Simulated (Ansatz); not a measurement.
Bi2Te3 (Tellurobismuthite):

```xyz
5
Lattice="2.1930 1.2661 10.1657 -2.1930 1.2661 10.1657 0.0000 -2.5323 10.1657" Properties=species:S:1:pos:R:3 pbc="T T T"
Bi    0.0000    0.0000   18.2982
Bi    0.0000    0.0000   12.1988
Te    0.0000    0.0000   24.1079
Te    0.0000    0.0000    6.3891
Te    0.0000    0.0000    0.0000
```

| Property | Result |
| --- | --- |
| Program | Ansatz 0.2.0 |
| Task | relaxation of cell and atoms |
| Functional | PBE |
| Potentials or basis | Ansatz PAW |
| Cutoff | 420 eV (not typed: the program's choice for these potentials) |
| k mesh | 7 × 7 × 7 |
| Occupations | fermi-dirac, width 0.05 eV |
| Spin | no spin polarisation |

At the start: volume 33.87 Å³/atom.

Where does the relaxation end?

It ends after 8 steps and the volume is 36.50 Å³/atom (+7.8 %); space group R-3m (No. 166, to 0.05 Å).

The path:
| step | energy change (eV) | largest force (eV/Å) | volume (Å³) |
| --- | --- | --- | --- |
| 1 | 0.0000 | 0.0420 | 169.36 |
| 2 | -0.0387 | 0.2000 | 180.61 |
| 3 | -0.0553 | 0.0414 | 178.70 |
| 4 | -0.0600 | 0.0641 | 179.71 |
| 5 | -0.0635 | 0.0054 | 181.25 |
| 6 | -0.0638 | 0.0011 | 182.21 |
| 7 | -0.0637 | 0.0006 | 182.50 |
| 8 | -0.0657 | 0.0005 | 182.50 |

Final structure:
```xyz
5
Lattice="2.2242 1.2842 10.6490 -2.2242 1.2842 10.6490 0.0000 -2.5683 10.6490" Properties=species:S:1:pos:R:3 pbc="T T T"
Bi    0.0000    0.0000   19.2449
Bi    0.0000    0.0000   12.7020
Te    0.0000    0.0000   25.0717
Te    0.0000    0.0000    6.8752
Te    0.0000    0.0000    0.0000
```

Caveat: the plane-wave basis is chosen anew once the cell has moved, so the energies of steps on either side of that aren't comparable.
